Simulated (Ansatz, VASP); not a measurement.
# SiO2 (Quartz high) in two plane-wave programs

Wanted: the spread between two codes on one cell, functional and k mesh. The cell is taken from a series of runs on this material, whose earlier steps may have relaxed, scaled, displaced or heated it; both programs get it as it stands.

Program: Ansatz 0.2.0. Level of theory: plane waves, with VASP 6.6.1 beside it; single point at HSE06. Results are calculated unless marked as measured.

### 1. The starting structure

It takes space group P6_222 (No. 180, hexagonal). Conventional cell: a = 5.050 Å, b = 5.050 Å, c = 5.535 Å, α = 90.00°, β = 90.00°, γ = 120.00°. Si has 4 O at 1.61 Å nearest. O has 2 Si at 1.61 Å nearest. Farther neighbours and most contacts between anions are not listed.

### 2. VASP: single point, HSE06

A single point gives forces, pressure and levels at one fixed geometry, so differences don't come from the geometry; what else differs is listed under the comparison.

Lines of VASP's logs that name or quote its potential files are left out, and so is its time.

The run reads the wave functions of an earlier VASP run, which isn't shown here.

File INCAR:

```
SYSTEM = SiO2
PREC = Accurate
ENCUT = 520
EDIFF = 1E-06
NELM = 100
ISMEAR = 0
SIGMA = 0.01
LREAL = .FALSE.
ALGO = Normal
LHFCALC = .TRUE.
AEXX = 0.25
GGA = PE
HFSCREEN = 0.208
LASPH = .TRUE.
NBANDS = 33
PRECFOCK = Fast
LORBIT = 11
LWAVE = .FALSE.
LCHARG = .FALSE.
ISIF = 2
```

File POSCAR:

```
SiO2
1.0
    5.0497646469      0.0000000000      0.0000000000
   -2.5248823234      4.3732244673      0.0000000000
    0.0000000000      0.0000000000      5.5353155429
Si O
3 6
Direct
    0.5000000000      0.5000000000      0.3333333333
    0.0000000000      0.5000000000      0.6666666667
    0.5000000000      0.0000000000      0.0000000000
    0.2076469073      0.7923530927      0.8333333333
    0.4152938146      0.2076469073      0.1666666667
    0.2076469073      0.4152938146      0.5000000000
    0.7923530927      0.2076469073      0.8333333333
    0.5847061854      0.7923530927      0.1666666667
    0.7923530927      0.5847061854      0.5000000000
```

File KPOINTS:

```
Automatic mesh
0
Gamma
3 3 2
0 0 0
```

Potentials, in the order of the species: Si and O (PBE family, release 64).

Launch:

```sh
$ export OMP_NUM_THREADS=3
$ mpirun -np 1 vasp_std
```

Numbers of over 12 decimals in the logs are rounded to 6 here.

The program printed:

```text
[banner, memory and clock lines left out]
running    1 mpi-ranks, on    1 nodes
 distrk:  each k-point on    1 cores,    1 groups
 distr:  one band on    1 cores,    1 groups
 Offloading initialized ...    1 GPUs detected
 POSCAR found type information on POSCAR SiO
 POSCAR found :  2 types and       9 ions
 LDA part: xc-table for (Slater+PW92), standard interpolation
 found WAVECAR, reading the header
 POSCAR, INCAR and KPOINTS ok, starting setup
 FFT: planning ... GRIDC
 FFT: planning ... GRID_SOFT
 FFT: planning ... GRID
 reading WAVECAR
 the WAVECAR file was read successfully
 initial charge from wavefunction
 entering main loop
       N       E                     dE             d eps       ncg     rms          rms(c)
DAV:   1    -0.874476995497E+02   -0.87448E+02   -0.13206E+00   467   0.787E+00    0.578E+00
DAV:   2    -0.874570692732E+02   -0.93697E-02   -0.45468E-02   496   0.118E+00    0.411E+00
DAV:   3    -0.874525678052E+02    0.45015E-02   -0.43015E-03   496   0.347E-01    0.245E+00
DAV:   4    -0.874515914352E+02    0.97637E-03   -0.13157E-03   496   0.178E-01    0.139E+00
DAV:   5    -0.874512829354E+02    0.30850E-03   -0.16527E-04   495   0.855E-02    0.788E-01
DAV:   6    -0.874511792115E+02    0.10372E-03   -0.53619E-05   488   0.571E-02    0.446E-01
DAV:   7    -0.874511490843E+02    0.30127E-04   -0.15240E-05   471   0.319E-02    0.254E-01
DAV:   8    -0.874511401735E+02    0.89108E-05   -0.45192E-06   480   0.166E-02    0.144E-01
DAV:   9    -0.874511379166E+02    0.22569E-05   -0.15424E-06   287   0.941E-03    0.825E-02
DAV:  10    -0.874511375493E+02    0.36727E-06   -0.73016E-07   264   0.674E-03
   1 F= -.87451138E+02 E0= -.87451138E+02  d E =-.659957E-75
```

Parts of OUTCAR (step 2):

```text
ion  position               nearest neighbor table
   1  0.500  0.500  0.333-   5 1.61   8 1.61   6 1.61   9 1.61   3 3.13   3 3.13   2 3.13   2 3.13

  LATTYP: Found a hexagonal cell.
 ALAT       =     5.0497646469
 C/A-ratio  =     1.0961531735

 Subroutine GETGRP returns: Found 12 space group operations
 (whereof  4 operations were pure point group operations)

The static configuration has the point symmetry D_2 .
 The point group associated with its full space group is D_6 .

 Found      6 irreducible k-points:

   k-points           NKPTS =      6   k-points in BZ     NKDIM =     18   number of bands    NBANDS=     33

   dimension x,y,z NGX =    40 NGY =   40 NGZ =   42
   dimension x,y,z NGXF=    80 NGYF=   80 NGZF=   84

   ENCUT  =  520.0 eV  38.22 Ry    6.18 a.u.   9.39  9.39 10.29*2*pi/ulx,y,z

   NELECT =      48.0000    total number of electrons

 k-points in reciprocal lattice and weights: Automatic mesh
   0.00000000  0.00000000  0.00000000       0.056
   0.33333333  0.00000000  0.00000000       0.333
   0.33333333  0.33333333  0.00000000       0.111
   0.00000000  0.00000000  0.50000000       0.056
   0.33333333  0.00000000  0.50000000       0.333
   0.33333333  0.33333333  0.50000000       0.111

  exchange ACFDT corr.  =         0.00000000  see jH, gK, PRB 81, 115126

 average (electrostatic) potential at core
       1 -83.4965       2 -83.4965       3 -83.4965       4 -66.8455       5 -66.8455
       6 -66.8455       7 -66.8455       8 -66.8455       9 -66.8455

 E-fermi :  -0.6473

 k-point     1 :       0.0000    0.0000    0.0000
  band No.  band energies     occupation
    ...
     20      -1.8407      2.00000
     21      -1.8406      2.00000
     22      -1.2486      2.00000
     23      -1.2486      2.00000
     24      -0.9581      2.00000
     25       6.7464      0.00000
     26      10.1521      0.00000
     27      10.1521      0.00000
     28      10.4529      0.00000
     29      10.4529      0.00000
    ...

 k-point     2 :       0.3333    0.0000    0.0000
  band No.  band energies     occupation
    ...
     20      -2.0443      2.00000
     21      -1.8886      2.00000
     22      -1.6457      2.00000
     23      -1.1340      2.00000
     24      -0.8574      2.00000
     25       8.0964      0.00000
     26      10.0397      0.00000
     27      10.6538      0.00000
     28      10.7218      0.00000
     29      11.0551      0.00000
    ...

 k-point     3 :       0.3333    0.3333    0.0000
  band No.  band energies     occupation
    ...
     20      -2.2812      2.00000
     21      -2.2812      2.00000
     22      -1.2907      2.00000
     23      -1.2906      2.00000
     24      -0.8351      2.00000
     25       9.6376      0.00000
     26       9.6376      0.00000
     27      10.2766      0.00000
     28      10.7607      0.00000
     29      11.5083      0.00000
    ...

  Total        0.3744000      0.3744000      0.4281710      0.0000000      0.0000000     -0.0000000
  in kB        4.9071708      4.9071708      5.6119342      0.0000000      0.0000000     -0.0000000
  external PRESSURE =       5.1420919 kB  Pullay stress =       0.0000000 kB

  energy-cutoff  :      520.00
  volume of cell :      122.24
      direct lattice vectors                 reciprocal lattice vectors
     5.049764647  0.000000000  0.000000000     0.198029031  0.114332114 -0.000000000
    -2.524882323  4.373224467  0.000000000     0.000000000  0.228664229  0.000000000
     0.000000000  0.000000000  5.535315543     0.000000000 -0.000000000  0.180658174

 POSITION                                       TOTAL-FORCE (eV/Angst)
 -----------------------------------------------------------------------------------
      1.26244      2.18661      1.84511         0.000000      0.000000      0.000000
     -1.26244      2.18661      3.69021         0.000000     -0.000000      0.000000
      2.52488      0.00000      0.00000         0.000000      0.000000     -0.000000
     -0.95203      3.46514      4.61276         0.080863     -0.046687     -0.000000
      1.57285      0.90809      0.92255         0.080863      0.046687      0.000000
      0.00000      1.81617      2.76766         0.000000      0.093373      0.000000
      3.47691      0.90809      4.61276        -0.080863      0.046687     -0.000000
      0.95203      3.46514      0.92255        -0.080863     -0.046687      0.000000
      2.52488      2.55705      2.76766        -0.000000     -0.093373      0.000000
 -----------------------------------------------------------------------------------
    total drift:                               -0.000000      0.000000     -0.000000

  FREE ENERGIE OF THE ION-ELECTRON SYSTEM (eV)
  ---------------------------------------------------
  free  energy   TOTEN  =       -87.4511375493 eV

  energy  without entropy=      -87.4511375493  energy(sigma->0) =      -87.45113755

 total charge
# of ion       s       p       d       tot
------------------------------------------
    1        0.650   1.019   0.000   1.669
    2        0.650   1.019   0.000   1.669
    3        0.650   1.019   0.000   1.669
    4        1.554   3.743   0.000   5.296
    5        1.554   3.743   0.000   5.296
    6        1.554   3.743   0.000   5.296
    7        1.554   3.743   0.000   5.296
    8        1.554   3.743   0.000   5.296
    9        1.554   3.743   0.000   5.296
--------------------------------------------------
tot         11.274  25.513   0.000  36.787

[... 3 further parts left out ...]
```

The run ends at a pressure of 0.51 GPa, with forces up to 0.093 eV/Å.

### 3. Ansatz: single point, HSE06

Ansatz runs on its default PAW (the set named soft_2) files.

The same cell, functional and mesh now go to Ansatz.

File input.yaml:

```yaml
crystal:
  lattice:
    - [5.0497646469, 0.0, 0.0]
    - [-2.5248823234, 4.3732244673, 0.0]
    - [0.0, 0.0, 5.5353155429]
  atoms:
    - { symbol: Si, position: [0.5, 0.5, 0.3333333333] }
    - { symbol: Si, position: [0.0, 0.5, 0.6666666667] }
    - { symbol: Si, position: [0.5, 0.0, 0.0] }
    - { symbol: O, position: [0.2076469073, 0.7923530927, 0.8333333333] }
    - { symbol: O, position: [0.4152938146, 0.2076469073, 0.1666666667] }
    - { symbol: O, position: [0.2076469073, 0.4152938146, 0.5] }
    - { symbol: O, position: [0.7923530927, 0.2076469073, 0.8333333333] }
    - { symbol: O, position: [0.5847061854, 0.7923530927, 0.1666666667] }
    - { symbol: O, position: [0.7923530927, 0.5847061854, 0.5] }
kpoints:
  mp_grid: { grid: [3, 3, 2] }
hamiltonian:
  xc: hse06
scf:
  occupations: { method: fixed }
  n_extra_bands: 7
  lower_state_search: "off"
  convergence: { dr2_threshold: 1.0e-09 }
output:
  eigenvalues: true
basis:
  ecutwfc: 650
```

Launch:

```sh
$ ansatz run input.yaml --threads 20 --pin off --max-ram 73728MiB --backend cpu --events-out ev --progress --plain --runs-dir out
```

The program printed:

```text
scf.n_extra_bands = 7 over 24 filled bands (N_el = 48.0): the run solves 31 bands
Engine: ansatz 0.2.0, aarch64-unknown-linux-gnu
Pseudopotentials: kind: paw
Pseudopotential: Si, paw, valence charge 4, recommended cutoff 420 eV (normal), Si.paw.azcp
Pseudopotential: O, paw, valence charge 6, recommended cutoff 420 eV (normal), O.paw.azcp
Functional definition: HSE06
  parameter a = 0.25
  parameter omega = 0.11/bohr
  exchange = pbe_x - a*pbe_x_sr(omega) + a*exact_x_sr(omega)
  correlation = pbe_c
davidson cushion auto → on  (no smearing: the cushion is to keep the highest requested band from converging to the state above it; pin scf.eigensolver.cushion to override)
Crystal: 9 atoms, lattice volume = 122.241 Å³
Basis set: ecut = 650 eV, 4643 PW (Γ)
Bands: 31, of which v1, the nominal top of the filled ones, is band 24 counted from 1 (23 counted from 0)
Symmetry: 12 space group operations
Space group: P6222 (ITA 180), of the structure as read, at distance tolerance 5.0e-5 Å
k-points: 6 of 18
Non-local potential: Si, projectors of the file, l = 0: 2, l = 1: 2, l = 2: 2
Non-local potential: O, projectors of the file, l = 0: 2, l = 1: 2, l = 2: 1
PAW form: soft (Blöchl's): semilocal exchange-correlation on the pseudo side does not see the compensation charge
PAW frozen core: Si, regenerated for the run's functional, and the local potential with it (the file was generated under x = pbe(κ = 0.804, μ = 0.219515), c = pbe(β = 0.066725))
PAW frozen core: O, regenerated for the run's functional, and the local potential with it (the file was generated under x = pbe(κ = 0.804, μ = 0.219515), c = pbe(β = 0.066725))
PAW one-centre angular grid: Si, 110 points (default); XC on 64 Gauss nodes
PAW one-centre angular grid: O, 110 points (default); XC on 96 Gauss nodes
Initial density: superposition of atomic densities (neutral atoms: chi_scale 0, normalization atom), corrected by the library's trained network
Initial wavefunctions: pseudopotential atomic-orbital guess
Functional: x = pbe(κ = 0.804, μ = 0.219515), c = pbe(β = 0.066725), warm-up for x = pbe(κ = 0.804, μ = 0.219515) + 0.25 (exact − pbe) at short range (hse, ω = 0.207870 Å⁻¹), c = pbe(β = 0.066725); HSE06 as pw.x's `hse` composes it (authors' and Libxc's form: `xc: wpbeh`)
SCF iter   1: F=—  HF=-5322.164259 eV  |F-HF|=—  |Δ(HF+E_count)|=         —  Δρ=1.49e-3  dr2=1.13e-3  ethr=1.77e-3  ⟨swp⟩=8.5  Hψ=1030  notcnv=0
preconditioner: auto → none  [insulator: Δε(μ)=5.727 eV  Ē_g=16.400 eV  n_scr=22 (ndim 8)  ℏωp=23.3 eV  f_vac=0.189]
SCF iter   2: F=—  HF=-5322.165883 eV  |F-HF|=—  |Δ(HF+E_count)|=   1.62e-3  Δρ=6.71e-4  dr2=1.45e-4  ethr=2.35e-6  ⟨swp⟩=5.5  Hψ=754  notcnv=0
SCF iter   3: F=-5322.166119 eV  HF=-5322.166112 eV  |F-HF|=6.85e-6  |Δ(HF+E_count)|=   2.29e-4  Δρ=2.48e-4  dr2=2.51e-5  ethr=3.02e-7  ⟨swp⟩=3.5  Hψ=556  notcnv=0
SCF 1 stopped early in 3 iterations: F = -5322.166119 eV  dr2 = 2.51e-5
  greatest PAW one-centre occupation: 0.862 electrons in one spin orbital (limit 2), on the O atom at site 5 (counted from 0), in its partial waves of l = 0
Initial density: handed on by an earlier stage of this run
Initial wavefunctions: those handed on with the density
Functional: x = pbe(κ = 0.804, μ = 0.219515) + 0.25 (exact − pbe) at short range (hse, ω = 0.207870 Å⁻¹), c = pbe(β = 0.066725); HSE06 as pw.x's `hse` composes it (authors' and Libxc's form: `xc: wpbeh`)
Exchange kernel: α = 0.2500, screened, ω = 0.2079 Å⁻¹, Wigner–Seitz truncation, v(0) = 997.6773 eV·Å³, q-mesh 3×3×2, nearest image of the exchange supercell L = 11.07 Å, pair-density grid 27×27×36, without the augmentation charges, whose exchange is taken in its separable form by FFT convolution over the k-point mesh (sized by the pseudopotential files, 40×40×48 at the most), smooth part of the exact exchange by density-matrix convolution
Frozen-core exchange: fock
SCF iter   1: F=—  HF=-5323.272333 eV  |F-HF|=—  |Δ(HF+E_count)|=         —  Δρ=6.78e-3  dr2=4.11e-2  ethr=5.24e-7  ⟨swp⟩=9.0  Hψ=1140  notcnv=0
preconditioner: auto → none  [insulator: Δε(μ)=7.532 eV  Ē_g=18.878 eV  n_scr=22 (ndim 8)  ℏωp=23.3 eV  f_vac=0.187]
SCF iter   2: F=—  HF=-5323.258531 eV  |F-HF|=—  |Δ(HF+E_count)|=   1.38e-2  Δρ=3.71e-3  dr2=6.45e-3  ethr=5.24e-7  ⟨swp⟩=5.2  Hψ=812  notcnv=0
SCF iter   3: F=—  HF=-5323.272090 eV  |F-HF|=—  |Δ(HF+E_count)|=   1.36e-2  Δρ=1.49e-3  dr2=2.63e-3  ethr=5.24e-7  ⟨swp⟩=5.0  Hψ=748  notcnv=0
iter 4 solved again at ethr=1.58e-8 eV; its pass at ethr=5.24e-7 eV (dr2=7.61e-6 eV) is discarded
SCF iter   4: F=—  HF=-5323.271207 eV  |F-HF|=—  |Δ(HF+E_count)|=   8.83e-4  Δρ=1.18e-4  dr2=2.67e-5  ethr=1.58e-8  ⟨swp⟩=3.0  Hψ=1134  notcnv=0
SCF iter   5: F=—  HF=-5323.271391 eV  |F-HF|=—  |Δ(HF+E_count)|=   1.84e-4  Δρ=1.82e-4  dr2=3.43e-5  ethr=1.58e-8  ⟨swp⟩=5.2  Hψ=734  notcnv=0
SCF iter   6: F=-5323.271379 eV  HF=-5323.271381 eV  |F-HF|=1.58e-6  |Δ(HF+E_count)|=   1.04e-5  Δρ=4.12e-5  dr2=2.35e-6  ethr=1.58e-8  ⟨swp⟩=4.0  Hψ=727  notcnv=0
SCF 2 stopped early in 6 iterations: F = -5323.271379 eV  dr2 = 2.35e-6
  greatest PAW one-centre occupation: 0.865 electrons in one spin orbital (limit 2), on the O atom at site 5 (counted from 0), in its partial waves of l = 0
hybrid outer 1: dexx = +1.684e-2 eV, tail = 2.11e-5 eV
Exchange kernel: α = 0.2500, screened, ω = 0.2079 Å⁻¹, Wigner–Seitz truncation, v(0) = 997.6773 eV·Å³, q-mesh 3×3×2, nearest image of the exchange supercell L = 11.07 Å, pair-density grid 27×27×36, without the augmentation charges, whose exchange is taken in its separable form by FFT convolution over the k-point mesh (sized by the pseudopotential files, 40×40×48 at the most), smooth part of the exact exchange by density-matrix convolution
Frozen-core exchange: fock
SCF iter   1: F=—  HF=-5323.271217 eV  |F-HF|=—  |Δ(HF+E_count)|=         —  Δρ=2.01e-5  dr2=1.60e-7  ethr=2.20e-7  ⟨swp⟩=3.7  Hψ=454  notcnv=0
preconditioner: auto → none  [insulator: Δε(μ)=7.523 eV  Ē_g=18.855 eV  n_scr=22 (ndim 8)  ℏωp=23.3 eV  f_vac=0.198]
SCF iter   2: F=—  HF=-5323.271218 eV  |F-HF|=—  |Δ(HF+E_count)|=   6.89e-7  Δρ=2.31e-5  dr2=3.46e-7  ethr=2.70e-10  ⟨swp⟩=6.8  Hψ=801  notcnv=0
iter 3 solved again at ethr=1.51e-11 eV; its pass at ethr=2.70e-10 eV (dr2=7.24e-9 eV) is discarded
SCF iter   3: F=—  HF=-5323.271218 eV  |F-HF|=—  |Δ(HF+E_count)|=   8.41e-8  Δρ=5.53e-6  dr2=9.18e-9  ethr=1.51e-11  ⟨swp⟩=3.2  Hψ=1021  notcnv=0
SCF iter   4: F=-5323.271218 eV  HF=-5323.271218 eV  |F-HF|=4.73e-11  |Δ(HF+E_count)|=   9.80e-9  Δρ=3.53e-7  dr2=9.66e-10  ethr=1.51e-11  ⟨swp⟩=3.0  Hψ=456  notcnv=0
SCF 3 converged in 4 iterations: F = -5323.271218 eV  dr2 = 9.66e-10
  greatest PAW one-centre occupation: 0.865 electrons in one spin orbital (limit 2), on the O atom at site 4 (counted from 0), in its partial waves of l = 0
hybrid outer 2: dexx = +3.436e-7 eV, tail = 4.91e-9 eV, Δε = 1.20e-3 eV (about 1.95e-5 eV left of the loop's levels)
hybrid SCF converged: 2 outer / 10 inner (+3 warm-up), last move |dexx| = 3.44e-7 eV, tail = 4.91e-9 eV
Stability not checked: this state was not tested for a lower state beside it, because the functional holds exact exchange (a hybrid, or Hartree-Fock), whose exchange loop this test does not read (fock_operator; see scf.lower_state_search)
Free energy (F): -5323.271218 eV
Frozen-core exchange: fock
Harris-Foulkes:  -5323.271218 eV  (|F-HF|=4.73e-11)
Internal energy: -5323.271218 eV  (E = F + TS)
E sigma→0 (E₀):  -5323.271218 eV
Fermi energy:    0.565959 eV
--- Per-component energies (eV) ---
  E_band       = -328.307557
  E_kinetic    = 1216.193271
  E_local      = -3170.377098  (includes V_loc(G=0)·N_el)
  E_nonlocal   = 352.755842
  E_hartree    = 1153.827071
  E_xc         = -493.018680
  E_vxc        = -567.865094  (∫ρ·V_xc dr)
  E_exx        = -138.487806  (= α·E_x^exact, valence–valence)
  E_paw        = -2477.758077  (= ΣΔE_a)
  E_vpaw       = -189.695872  (= ΣTr[D̂ρ^β])
  E_aug_tail   = 0.002936  (compensation charges beyond the density's cutoff)
  E_ewald      = -1766.071369
  E_core_change = -0.337308  (= ΣΔE_core)
  E_smearing   = -0.000000  (= −TS)
  E_closure    = 0.000000  (closes the sum)
  Σ components = -5323.271218   (vs F -5323.271218, Δ=0.00e0)
--- Band table (eV; the first three rows and the last of 6) ---
  k-point 0: bands = [... 20 lower, -0.5018, 0.0961, 0.0961, 0.3854, 8.0890, 11.5042, 11.5042, 11.8037, ... 3 higher]
  k-point 1: bands = [... 20 lower, -0.6341, 0.2533, 0.5660, 0.5660, 9.9794, 9.9794, 10.9601, 12.4697, ... 3 higher]
  k-point 2: bands = [... 20 lower, -0.5455, -0.3000, 0.2070, 0.4841, 9.4404, 11.3872, 12.0027, 12.0741, ... 3 higher]
  k-point 5: bands = [... 20 lower, -0.3764, -0.3605, -0.1308, -0.1308, 11.3905, 11.8961, 11.8961, 12.1522, ... 3 higher]
```

### 4. Side by side

Known differences besides the potentials themselves: exact exchange at q = 0 is treated differently, which shows on coarse meshes; VASP keeps PBE cores, Ansatz makes them for the functional; fixed occupations in Ansatz, narrow Gaussian smearing in VASP; the cutoff is 650 eV in Ansatz and 520 eV in VASP; VASP takes a coarser grid for exact exchange (PRECFOCK = Fast). Total energies have different zeros and are not compared.

Both answers:

```csv
quantity,Ansatz,VASP,difference
gap on the k mesh (eV),7.523,7.522,+0.001
```

A gap on the mesh is an upper bound, since the band edges may lie between its points.

### 5. Summary of results

```
difference in gap on the k mesh (single point, HSE06) : 6.2e-4 eV
```

What this shows: The difference in gap on the k mesh is 6.2e-4 eV (single point, HSE06), within the 0.08 eV picked in this series as the mark of a large difference. How closely two codes agree says nothing of how well the functional describes the real material.

[Lines on the potential files, build, host, timing and source positions are cut from VASP's logs without a mark.]

[Logs are printed without paths, hosts, clocks, repeated set-up lines and the standing remarks that a program may print on its own settings, such as how far it seeks lower states.]

[Hosts, paths, dates, database ids (printed as entryN), source tags and the programs' standing remarks are cut or masked in the printed files.]
